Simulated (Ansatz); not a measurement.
# SnO (P4/nmm) in Ansatz: a series of runs

One crystal, SnO, is run at these levels: LDA; tasks: band structure, single point, equation of state.

All numbers are computed with Ansatz 0.2.0; they aren't measurements. Logs are shortened: lines on timing, memory, paths and dates and some standing lists are left out, and cuts for length are marked.

## (1) The crystal as given

It takes space group P4/nmm (No. 129, tetragonal). The conventional cell has a = 3.814 Å, b = 3.814 Å, c = 4.887 Å, α = 90.00°, β = 90.00°, γ = 90.00°. Sn (site symmetry 4mm) has 4 O at 2.23 Å as nearest neighbours. Around O (site symmetry -4m2) lie 4 Sn at 2.23 Å.

The cell is a database's computed one.

## (2) Band structure, LDA

The input, input.yaml:

```yaml
crystal:
  lattice:
    - [3.81369522, 0.0, 0.0]
    - [0.0, 3.81369522, 0.0]
    - [0.0, 0.0, 4.8869133]
  atoms:
    - { symbol: Sn, position: [0.5, 0.0, 0.76462614] }
    - { symbol: Sn, position: [0.0, 0.5, 0.23537386] }
    - { symbol: O, position: [0.0, 0.0, 0.0] }
    - { symbol: O, position: [0.5, 0.5, 0.0] }
hamiltonian:
  xc: lda
  pseudopotentials: { kind: paw }
kpoints:
  mp_grid: { grid: [7, 7, 6] }
  band_path:
    path:
      - [[0.0, 0.0, 0.0], [0.0, 0.5, 0.0], [0.5, 0.5, 0.0], [0.0, 0.0, 0.0], [0.0, 0.0, 0.5], [0.0, 0.5, 0.5], [0.5, 0.5, 0.5], [0.0, 0.0, 0.5]]
      - [[0.0, 0.5, 0.0], [0.0, 0.5, 0.5]]
      - [[0.5, 0.5, 0.0], [0.5, 0.5, 0.5]]
    npoints: 14
scf:
  occupations: { method: fermi_dirac, width: 0.05 }
  n_extra_bands: 10
output:
  forces: true
  stress: true
  eigenvalues: true
  fatbands: true
```

Potentials or basis: Ansatz PAW.

On the command line:

```console
> ansatz run input.yaml --threads 2 --pin off --max-ram 5632MiB --backend cpu --events-out ev --progress --plain --runs-dir out
```

What it wrote:

```text
Warning: RAYON_NUM_THREADS=2 ignored (pool sized by the plan → 2); use --threads N
scf.n_extra_bands = 10 over 20 filled bands (N_el = 40.0): the run solves 30 bands
Engine: ansatz 0.2.0, aarch64-unknown-linux-gnu
Pseudopotentials: kind: paw
Pseudopotential: Sn, paw, valence charge 14, recommended cutoff 420 eV (normal), Sn.paw.azcp
Pseudopotential: O, paw, valence charge 6, recommended cutoff 420 eV (normal), O.paw.azcp
Functional definition: SPW92
  exchange = slater_x
  correlation = pw_c
Crystal: 4 atoms, lattice volume = 71.077 Å³
Basis set: ecut = 420 eV, 1409 PW (Γ)
Bands: 30, of which v1, the nominal top of the filled ones, is band 20 counted from 1 (19 counted from 0)
Symmetry: 16 space group operations
Space group: P4/nmm (ITA 129), of the structure as read, at distance tolerance 4.1e-5 Å
k-points: 40 of 294
Non-local potential: Sn, projectors of the file, l = 0: 2, l = 1: 2, l = 2: 2, l = 3: 2
Non-local potential: O, projectors of the file, l = 0: 2, l = 1: 2, l = 2: 1
PAW form: soft (Blöchl's): semilocal exchange-correlation on the pseudo side does not see the compensation charge
PAW frozen core: Sn, regenerated for the run's functional, and the local potential with it (the file was generated under x = pbe(κ = 0.804, μ = 0.2195149727645171), c = pbe(β = 0.06672455060314922))
PAW frozen core: O, regenerated for the run's functional, and the local potential with it (the file was generated under x = pbe(κ = 0.804, μ = 0.2195149727645171), c = pbe(β = 0.06672455060314922))
PAW one-centre angular grid: Sn, 590 points (default); XC on 64 Gauss nodes
PAW one-centre angular grid: O, 110 points (default); XC on 64 Gauss nodes
Initial density: superposition of atomic densities (neutral atoms: chi_scale 0, normalization atom), corrected by the library's trained network
Initial wavefunctions: pseudopotential atomic-orbital guess
Functional: x = slater, c = lda
SCF iter   1: F=—  HF=-12869.815125 eV  |F-HF|=—  |Δ(HF+E_count)|=         —  Δρ=1.44e-2  dr2=1.21e-1  ethr=1.77e-3  ⟨swp⟩=6.6  Hψ=5779  notcnv=0  defer=26
preconditioner: auto → Resta (q_TF=auto, 2.479 Å⁻¹)  ε∞=2.7  [insulator: Δε(μ)=0.391 eV  Ē_g=21.131 eV  σ=0.050 eV  W_gap=0.96  n_scr=18 (ndim 8)  ℏωp=27.9 eV  f_vac=0.021  D(μ)=0.03/eV (n_scr^D=0)  ε∞_Penn≈2.7]
SCF iter   2: F=—  HF=-12869.788037 eV  |F-HF|=—  |Δ(HF+E_count)|=   2.71e-2  Δρ=6.07e-3  dr2=2.17e-2  ethr=3.03e-4  ⟨swp⟩=2.0  Hψ=2117  notcnv=0  defer=113
SCF iter   3: F=—  HF=-12869.783042 eV  |F-HF|=—  |Δ(HF+E_count)|=   4.99e-3  Δρ=1.97e-3  dr2=1.96e-3  ethr=5.43e-5  ⟨swp⟩=2.0  Hψ=1596  notcnv=0  defer=114
SCF iter   4: F=—  HF=-12869.782382 eV  |F-HF|=—  |Δ(HF+E_count)|=   6.61e-4  Δρ=4.05e-4  dr2=1.01e-4  ethr=4.91e-6  ⟨swp⟩=2.1  Hψ=1897  notcnv=0  defer=114
SCF iter   5: F=—  HF=-12869.782360 eV  |F-HF|=—  |Δ(HF+E_count)|=   2.13e-5  Δρ=6.16e-5  dr2=3.25e-6  ethr=2.52e-7  ⟨swp⟩=2.0  Hψ=1391  notcnv=0  defer=114
SCF iter   6: F=—  HF=-12869.782361 eV  |F-HF|=—  |Δ(HF+E_count)|=   1.16e-6  Δρ=1.19e-5  dr2=1.24e-7  ethr=8.13e-9  ⟨swp⟩=1.1  Hψ=1104  notcnv=0  defer=114
SCF iter   7: F=-12869.782361 eV  HF=-12869.782361 eV  |F-HF|=1.06e-8  |Δ(HF+E_count)|=   2.09e-8  Δρ=3.73e-6  dr2=1.15e-8  ethr=2.50e-10  ⟨swp⟩=9.3  Hψ=5761  notcnv=0
SCF 1 converged in 7 iterations: F = -12869.782361 eV  dr2 = 1.15e-8
NSCF: frozen V_eff on 129 k-points
SCF converged after 7 iterations
Free energy (F): -12869.782361 eV
Harris-Foulkes:  -12869.782361 eV  (|F-HF|=1.06e-8)
Internal energy: -12869.782174 eV  (E = F + TS)
E sigma→0 (E₀):  -12869.782268 eV
Entropy (-TS):   -0.000187 eV (-0.047 meV/atom)
Fermi energy:    9.537774 eV
--- Per-component energies (eV) ---
  E_band       = -203.405900
  E_kinetic    = 723.446531
  E_local      = -2728.939510  (includes V_loc(G=0)·N_el)
  E_nonlocal   = 44.549806
  E_hartree    = 1462.092395
  E_xc         = -902.871426
  E_vxc        = -383.450625  (∫ρ·V_xc dr)
  E_paw        = -8283.750047  (= ΣΔE_a)
  E_vpaw       = -783.205658  (= ΣTr[D̂ρ^β])
  E_aug_tail   = 0.004922  (compensation charges beyond the density's cutoff)
  E_ewald      = -3185.358485
  E_core_change = 1.043639  (= ΣΔE_core)
  E_smearing   = -0.000187  (= −TS)
  E_closure    = -0.000000  (closes the sum)
  Σ components = -12869.782361   (vs F -12869.782361, Δ=0.00e0)
--- Forces (eV/Å), atoms counted from 1 ---
  atom   1  Sn     0.00000000     0.00000000     0.23521470
  atom   2  Sn     0.00000000     0.00000000    -0.23521470
  atom   3  O      0.00000000     0.00000000     0.00000000
  atom   4  O      0.00000000     0.00000000    -0.00000000
  max |Σ_I F_I| component: 2.78e-17 eV/Å
--- Stress (GPa, compression-positive) ---
       -3.457402       0.000000       0.000000
        0.000000      -3.457402       0.000000
        0.000000       0.000000      -2.969883
  P = ⅓ Tr σ = -3.2949 GPa (-32.949 kbar)
--- Band table (eV; the first three rows and the last of 40) ---
  k-point 0: bands = ["-12.4515", "-12.0309", "-12.0292", "-12.0292", "-11.9813", "-11.9713", "-11.9260", "-11.9196", "-11.9022", "-11.9022", "-10.5412", "-7.8034", "1.6457", "2.7694", "3.1281", "3.1281", "5.9482", "6.2399", "6.2399", "9.3050", "11.3821", "13.4996", "14.0940", "14.0940", "14.9075", "14.9075", "16.1489", "16.5950", "19.9784", "21.6631"]
  k-point 1: bands = ["-12.4478", "-12.0346", "-12.0234", "-12.0234", "-11.9784", "-11.9679", "-11.9289", "-11.9228", "-11.9087", "-11.9087", "-10.5322", "-7.8036", "1.0449", "3.1543", "3.1543", "3.6430", "5.9329", "6.2361", "6.2361", "9.0619", "11.0722", "13.3268", "13.3268", "13.6112", "15.8263", "15.8263", "16.0595", "16.7995", "20.9490", "21.7233"]
  k-point 2: bands = ["-12.4402", "-12.0423", "-12.0091", "-12.0091", "-11.9713", "-11.9587", "-11.9360", "-11.9316", "-11.9245", "-11.9245", "-10.5140", "-7.8039", "0.4341", "3.2077", "3.2077", "5.0378", "5.9016", "6.2272", "6.2272", "8.1716", "10.8741", "12.6064", "12.6064", "13.2956", "16.6041", "16.8794", "16.8794", "17.2774", "21.8611", "21.8617"]
  k-point 39: bands = ["-12.3673", "-12.3524", "-11.9961", "-11.9904", "-11.9708", "-11.9693", "-11.9309", "-11.9292", "-11.8977", "-11.8969", "-8.8282", "-8.6870", "0.3891", "0.5417", "3.5787", "3.9011", "6.6642", "6.7857", "6.8851", "6.8890", "11.8075", "11.9729", "12.7407", "13.4841", "14.7984", "15.4114", "19.1637", "19.2128", "22.1415", "22.6293"]
```

Run time: 7.7 s. Hardware: 2 threads of Arm Neoverse V2, shared host; peak memory 0.37 GiB.

What came out:

```
Free energy             : -12869.7824 eV
Pressure                : -3.3 GPa
Largest force           : 0.235 eV/Å
Band gap on the k mesh  : 0.45 eV, indirect (least direct gap 2.01 eV)
Band gap along the path : 0.21 eV, indirect (least direct gap 2.00 eV)
```

Forces on the atoms (eV/Å):
```
Sn   0.000  0.000  0.235
Sn   0.000  0.000 -0.235
O    0.000  0.000  0.000
O    0.000  0.000  0.000
```

Levels at the corners of the path, in eV from the valence-band top:
```csv
point,band 18,band 19,band 20,band 21,band 22,band 23
Γ,-3.08,-3.08,-0.02,2.06,4.18,4.77
X,-4.76,-2.60,-2.60,3.12,3.12,5.87
M,-2.41,-1.85,-1.85,0.21,0.21,4.45
Γ,-3.08,-3.08,-0.02,2.06,4.18,4.77
Z,-3.10,-3.10,-2.11,1.58,3.03,3.03
R,-4.73,-1.66,-1.66,2.55,2.55,5.45
A,-2.61,-2.41,-2.41,2.46,2.46,3.94
Z,-3.10,-3.10,-2.11,1.58,3.03,3.03
X,-4.76,-2.60,-2.60,3.12,3.12,5.87
R,-4.73,-1.66,-1.66,2.55,2.55,5.45
M,-2.41,-1.85,-1.85,0.21,0.21,4.45
A,-2.61,-2.41,-2.41,2.46,2.46,3.94
```

Caveat: the k mesh misses the band edges, so the gap on the mesh is wider than the one along the path; the pressure holds a Pulay correction of +0.6 GPa for the finite cutoff; spin-orbit coupling is left out, which moves the levels of the heavy elements; the PAW data sets come from PBE, with cores solved anew for the run's functional, which leaves a small shift of forces and pressure.

## (3) Single point, LDA, 16.70 Å³/atom (volume scaled by 0.94)

The input, input.yaml:

```yaml
crystal:
  lattice:
    - [3.7358428604, 0.0, 0.0]
    - [0.0, 3.7358428604, 0.0]
    - [0.0, 0.0, 4.7871523832]
  atoms:
    - { symbol: Sn, position: [0.5, 0.0, 0.76462614] }
    - { symbol: Sn, position: [0.0, 0.5, 0.23537386] }
    - { symbol: O, position: [0.0, 0.0, 0.0] }
    - { symbol: O, position: [0.5, 0.5, 0.0] }
hamiltonian:
  xc: lda
  pseudopotentials: { kind: paw }
kpoints:
  mp_grid: { grid: [7, 7, 6] }
scf:
  occupations: { method: fermi_dirac, width: 0.05 }
output:
  forces: true
  stress: true
  eigenvalues: true
```

Potentials or basis: Ansatz PAW.

On the command line:

```console
> ansatz run input.yaml --threads 2 --pin off --max-ram 5632MiB --backend cpu --events-out ev --progress --plain --runs-dir out
```

Wall time 1.8 s (2 threads of Arm Neoverse V2, shared host); peak memory 0.33 GiB.

It converged, with:

| Property | Result |
| --- | --- |
| Free energy | -12869.7915 eV |
| Pressure | 3.0 GPa |
| Largest force | 0.665 eV/Å |
| Band gap on the k mesh | 0.24 eV, indirect (least direct gap 2.00 eV) |

Caveat: odd divisions of the mesh miss points on the zone boundary, where band edges often lie, so the gap on the mesh can be too wide; the pressure holds a Pulay correction of +0.7 GPa for the finite cutoff; spin-orbit coupling is left out, which moves the levels of the heavy elements; the PAW data sets come from PBE, with cores solved anew for the run's functional, which leaves a small shift of forces and pressure.

## (4) Single point, LDA, 17.06 Å³/atom (volume scaled by 0.96)

input.yaml, as its differences from that of step 3:

```diff
@@ -2,5 +2,5 @@
   lattice:
-    - [3.7358428604, 0.0, 0.0]
-    - [0.0, 3.7358428604, 0.0]
-    - [0.0, 0.0, 4.7871523832]
+    - [3.7621524798, 0.0, 0.0]
+    - [0.0, 3.7621524798, 0.0]
+    - [0.0, 0.0, 4.8208658347]
   atoms:
@@ -21 +21,5 @@
   eigenvalues: true
+  write_density: true
+  write_potential: true
+  elf: true
+  volumetric_format: npy
```

On the command line:

```console
> ansatz run input.yaml --threads 2 --pin off --max-ram 5632MiB --backend cpu --events-out ev --progress --plain --runs-dir out
```

Wall time 2.6 s (2 threads of Arm Neoverse V2, shared host); peak memory 0.35 GiB.

The run converged. Its results:

| Item | Value |
| --- | --- |
| Free energy | -12869.8072 eV |
| Pressure | 0.6 GPa |
| Largest force | 0.341 eV/Å |
| Band gap on the k mesh | 0.32 eV, indirect (least direct gap 2.00 eV) |

Caveat: odd divisions of the mesh miss points on the zone boundary, where band edges often lie, so the gap on the mesh can be too wide; the pressure holds a Pulay correction of +0.6 GPa for the finite cutoff; spin-orbit coupling is left out, which moves the levels of the heavy elements; the PAW data sets come from PBE, with cores solved anew for the run's functional, which leaves a small shift of forces and pressure.

## (5) Single point, LDA, 17.41 Å³/atom (volume scaled by 0.98)

input.yaml, as its differences from that of step 4:

```diff
@@ -2,5 +2,5 @@
   lattice:
-    - [3.7621524798, 0.0, 0.0]
-    - [0.0, 3.7621524798, 0.0]
-    - [0.0, 0.0, 4.8208658347]
+    - [3.7880991788, 0.0, 0.0]
+    - [0.0, 3.7880991788, 0.0]
+    - [0.0, 0.0, 4.8541142359]
   atoms:
@@ -21,5 +21 @@
   eigenvalues: true
-  write_density: true
-  write_potential: true
-  elf: true
-  volumetric_format: npy
```

On the command line:

```console
> ansatz run input.yaml --threads 2 --pin off --max-ram 5632MiB --backend cpu --events-out ev --progress --plain --runs-dir out
```

It took 1.9 s on 2 threads of Arm Neoverse V2, shared host; peak memory 0.34 GiB.

Results (log left out):

```
Free energy            : -12869.8035 eV
Pressure               : -1.4 GPa
Largest force          : 0.042 eV/Å
Band gap on the k mesh : 0.39 eV, indirect (least direct gap 2.01 eV)
```

Caveat: odd divisions of the mesh miss points on the zone boundary, where band edges often lie, so the gap on the mesh can be too wide; the pressure holds a Pulay correction of +0.6 GPa for the finite cutoff; spin-orbit coupling is left out, which moves the levels of the heavy elements; the PAW data sets come from PBE, with cores solved anew for the run's functional, which leaves a small shift of forces and pressure.

## (6) Single point, LDA, 17.77 Å³/atom

input.yaml, as its differences from that of step 5:

```diff
@@ -2,5 +2,5 @@
   lattice:
-    - [3.7880991788, 0.0, 0.0]
-    - [0.0, 3.7880991788, 0.0]
-    - [0.0, 0.0, 4.8541142359]
+    - [3.81369522, 0.0, 0.0]
+    - [0.0, 3.81369522, 0.0]
+    - [0.0, 0.0, 4.8869133]
   atoms:
```

Potentials or basis: Ansatz PAW.

On the command line:

```console
> ansatz run input.yaml --threads 2 --pin off --max-ram 5632MiB --backend cpu --events-out ev --progress --plain --runs-dir out
```

It took 2.5 s on 2 threads of Arm Neoverse V2, shared host; peak memory 0.34 GiB.

The run converged. Its results:

```
Free energy            : -12869.7824 eV
Pressure               : -3.3 GPa
Largest force          : 0.235 eV/Å
Band gap on the k mesh : 0.45 eV, indirect (least direct gap 2.01 eV)
```

Caveat: odd divisions of the mesh miss points on the zone boundary, where band edges often lie, so the gap on the mesh can be too wide; the pressure holds a Pulay correction of +0.6 GPa for the finite cutoff; spin-orbit coupling is left out, which moves the levels of the heavy elements; the PAW data sets come from PBE, with cores solved anew for the run's functional, which leaves a small shift of forces and pressure.

## (7) Single point, LDA, 18.12 Å³/atom (volume scaled by 1.02)

input.yaml, as its differences from that of step 6:

```diff
@@ -2,5 +2,5 @@
   lattice:
-    - [3.81369522, 0.0, 0.0]
-    - [0.0, 3.81369522, 0.0]
-    - [0.0, 0.0, 4.8869133]
+    - [3.8389522158, 0.0, 0.0]
+    - [0.0, 3.8389522158, 0.0]
+    - [0.0, 0.0, 4.9192779074]
   atoms:
@@ -21 +21,5 @@
   eigenvalues: true
+  write_density: true
+  write_potential: true
+  elf: true
+  volumetric_format: npy
```

On the command line:

```console
> ansatz run input.yaml --threads 2 --pin off --max-ram 5632MiB --backend cpu --events-out ev --progress --plain --runs-dir out
```

Wall time 2.7 s (2 threads of Arm Neoverse V2, shared host); peak memory 0.35 GiB.

It converged, with:

```yaml
Free_energy: -12869.7457 eV
Pressure: -5.0 GPa
Largest_force: 0.492 eV/Å
Band_gap_on_the_k_mesh: 0.52 eV, indirect (least direct gap 2.01 eV)
```

Caveat: odd divisions of the mesh miss points on the zone boundary, where band edges often lie, so the gap on the mesh can be too wide; the pressure holds a Pulay correction of +0.6 GPa for the finite cutoff; spin-orbit coupling is left out, which moves the levels of the heavy elements; the PAW data sets come from PBE, with cores solved anew for the run's functional, which leaves a small shift of forces and pressure.

## (8) Single point, LDA, 18.48 Å³/atom (volume scaled by 1.04)

input.yaml, as its differences from that of step 7:

```diff
@@ -2,5 +2,5 @@
   lattice:
-    - [3.8389522158, 0.0, 0.0]
-    - [0.0, 3.8389522158, 0.0]
-    - [0.0, 0.0, 4.9192779074]
+    - [3.8638811754, 0.0, 0.0]
+    - [0.0, 3.8638811754, 0.0]
+    - [0.0, 0.0, 4.9512221655]
   atoms:
```

On the command line:

```console
> ansatz run input.yaml --threads 2 --pin off --max-ram 5632MiB --backend cpu --events-out ev --progress --plain --runs-dir out
```

It took 2.8 s on 2 threads of Arm Neoverse V2, shared host; peak memory 0.35 GiB.

Results (log left out):

```
Free energy            : -12869.6949 eV
Pressure               : -6.4 GPa
Largest force          : 0.731 eV/Å
Band gap on the k mesh : 0.58 eV, indirect (least direct gap 2.01 eV)
```

Caveat: odd divisions of the mesh miss points on the zone boundary, where band edges often lie, so the gap on the mesh can be too wide; the pressure holds a Pulay correction of +0.6 GPa for the finite cutoff; spin-orbit coupling is left out, which moves the levels of the heavy elements; the PAW data sets come from PBE, with cores solved anew for the run's functional, which leaves a small shift of forces and pressure.

## (9) Single point, LDA, 18.84 Å³/atom (volume scaled by 1.06)

input.yaml, as its differences from that of step 8:

```diff
@@ -2,5 +2,5 @@
   lattice:
-    - [3.8638811754, 0.0, 0.0]
-    - [0.0, 3.8638811754, 0.0]
-    - [0.0, 0.0, 4.9512221655]
+    - [3.8884925471, 0.0, 0.0]
+    - [0.0, 3.8884925471, 0.0]
+    - [0.0, 0.0, 4.9827594627]
   atoms:
```

Potentials or basis: Ansatz PAW.

On the command line:

```console
> ansatz run input.yaml --threads 2 --pin off --max-ram 5632MiB --backend cpu --events-out ev --progress --plain --runs-dir out
```

It took 2.8 s on 2 threads of Arm Neoverse V2, shared host; peak memory 0.35 GiB.

The run converged. Its results:

```
Free energy            : -12869.6318 eV
Pressure               : -7.8 GPa
Largest force          : 0.953 eV/Å
Band gap on the k mesh : 0.64 eV, indirect (least direct gap 1.99 eV)
```

Caveat: odd divisions of the mesh miss points on the zone boundary, where band edges often lie, so the gap on the mesh can be too wide; the pressure holds a Pulay correction of +0.5 GPa for the finite cutoff; spin-orbit coupling is left out, which moves the levels of the heavy elements; the PAW data sets come from PBE, with cores solved anew for the run's functional, which leaves a small shift of forces and pressure.

## (10) Equation of state, LDA

Potentials or basis: Ansatz PAW.

No new run: the results of the series are fitted here.

Results:

```yaml
Equilibrium_volume: 17.16 Å³/atom
Bulk_modulus_at_fixed_shape_and_positions: 102 GPa
Pressure_derivative_of_the_bulk_modulus: 4.4
```

Energy against volume, from the lowest point:
```tsv
volume (Å³/atom)	energy (meV/atom)
16.703	3.94
17.058	0.00
17.414	0.95
17.769	6.22
18.125	15.38
18.480	28.09
18.835	43.85
```

Caveat: the cell was scaled at fixed shape and fractional positions, which overstates the stiffness of a crystal with free parameters, most of all of layers and chains.
